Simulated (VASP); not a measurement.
Zn8O7 (a cell with a defect): single point with PBE

Crystal: Zn8O7 (a cell with a defect).

```
Zn O
1.0
     6.49290    0.00000    0.00000
    -3.24645    5.62302    0.00000
     0.00000    0.00000    5.19908
Zn O
8 7
Direct
  0.17147 0.35358 0.99768
  0.31161 0.15086 0.49708
  0.13246 0.81047 0.99170
  0.34508 0.67232 0.49751
  0.63908 0.33127 0.01094
  0.82977 0.17642 0.49637
  0.70202 0.81362 0.98941
  0.82947 0.66711 0.55527
  0.16650 0.33795 0.37782
  0.31151 0.15711 0.88252
  0.14999 0.81482 0.37828
  0.36228 0.69680 0.88303
  0.65141 0.34114 0.38808
  0.68189 0.84235 0.37148
  0.85786 0.25133 0.86253
```

```json
{
  "Program": "VASP 6.6.1",
  "Task": "single point",
  "Functional": "PBE",
  "Potentials or basis": "VASP PAW PBE potentials, release 64 (Zn, O)",
  "Cutoff": "520 eV",
  "k mesh": "3 × 3 × 3",
  "Occupations": "methfessel-paxton, width 0.119 eV",
  "Spin": "no spin polarisation",
  "Dipole correction": "no",
  "Further INCAR settings": "LREAL = Auto; ALGO = Fast; EDIFF = 1e-06; NBANDS = 82"
}
```

The pressure is 0.5 GPa, the largest force is 1.062 eV/Å and the band gap on the k mesh is 2.02 eV, indirect (least direct gap 2.17 eV).

Forces in eV/Å, atoms in the order of the input:
```
Zn   0.084  0.062  0.015
Zn   0.050  0.067  0.009
Zn  -0.092  0.101 -0.012
Zn  -0.038  0.049 -0.024
Zn   0.058  0.249 -0.066
Zn  -0.014  0.012 -0.151
Zn  -0.063  0.109 -0.080
Zn  -0.065  0.085  0.108
O    0.018  0.048  0.021
O    0.051  0.061  0.003
O   -0.054  0.049  0.008
O   -0.132  0.005 -0.018
O    0.020  0.133  0.016
O   -0.012 -0.007 -0.043
O    0.189 -1.023  0.215
```

Stress tensor (GPa, compression positive):
```
 0.86  0.31  0.25
 0.31 -0.38 -0.23
 0.25 -0.23  0.96
```

Levels at points of the mesh, in eV from the valence-band top:
| k point | band 66 | band 67 | band 68 | band 69 | band 70 | band 71 | band 72 | band 73 |
| --- | --- | --- | --- | --- | --- | --- | --- | --- |
| (0.00, 0.00, 0.00) | -1.04 | -0.66 | -0.57 | -0.47 | 2.42 | 3.85 | 4.01 | 4.44 |

Run time: 4.4 min on 1 thread of Intel(R) Xeon(R) Platinum 8488C (Sapphire Rapids), with other jobs on the host, peak memory 0.37 GiB.

A hybrid or GW would open this gap; PBE tends to underestimate it.
